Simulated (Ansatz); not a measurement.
**Hg, fcc: geometry optimisation**

All numbers below come from DFT, PBE, plane waves (420 eV) with PAW, scalar-relativistic (Ansatz).

k-point mesh 12×12×12, Fermi-Dirac smearing 0.1 eV, no spin polarisation. Cell and atoms relax.

Starting structure:

```xyz
1
Lattice="0.0000 2.2596 2.2596 2.2596 0.0000 2.2596 2.2596 2.2596 0.0000" Properties=species:S:1:pos:R:3 pbc="T T T"
Hg    0.0000    0.0000    0.0000
```

Problem. The pressure at the start is 5.6 GPa. By how much does the volume change?

Solution. From 23.07 to 32.01 Å³ per atom, 38.7 %. The final cell has a = 5.040 Å.

Problem. How much energy does the relaxation gain?

Solution. 77.9 meV per atom.

Path of the relaxation (the plane waves are chosen anew near the end, which can shift the energy a little):

```json
{"step": "0", "E − E(final) (meV/atom)": "77.90", "V (Å³/atom)": "23.073", "P (GPa)": "5.63", "max force (eV/Å)": "0.000"}
{"step": "1", "E − E(final) (meV/atom)": "20.31", "V (Å³/atom)": "25.884", "P (GPa)": "1.62", "max force (eV/Å)": "0.000"}
{"step": "2", "E − E(final) (meV/atom)": "11.22", "V (Å³/atom)": "27.219", "P (GPa)": "0.77", "max force (eV/Å)": "0.000"}
{"step": "3", "E − E(final) (meV/atom)": "5.42", "V (Å³/atom)": "29.365", "P (GPa)": "0.23", "max force (eV/Å)": "0.000"}
{"step": "4", "E − E(final) (meV/atom)": "5.26", "V (Å³/atom)": "30.532", "P (GPa)": "-0.14", "max force (eV/Å)": "0.000"}
{"step": "5", "E − E(final) (meV/atom)": "5.00", "V (Å³/atom)": "30.087", "P (GPa)": "0.02", "max force (eV/Å)": "0.000"}
{"step": "6", "E − E(final) (meV/atom)": "1.61", "V (Å³/atom)": "30.087", "P (GPa)": "0.29", "max force (eV/Å)": "0.000"}
{"step": "7", "E − E(final) (meV/atom)": "0.75", "V (Å³/atom)": "30.804", "P (GPa)": "0.18", "max force (eV/Å)": "0.000"}
{"step": "8", "E − E(final) (meV/atom)": "0.46", "V (Å³/atom)": "32.007", "P (GPa)": "-0.02", "max force (eV/Å)": "0.000"}
{"step": "9", "E − E(final) (meV/atom)": "0.00", "V (Å³/atom)": "32.007", "P (GPa)": "-0.03", "max force (eV/Å)": "0.000"}
```
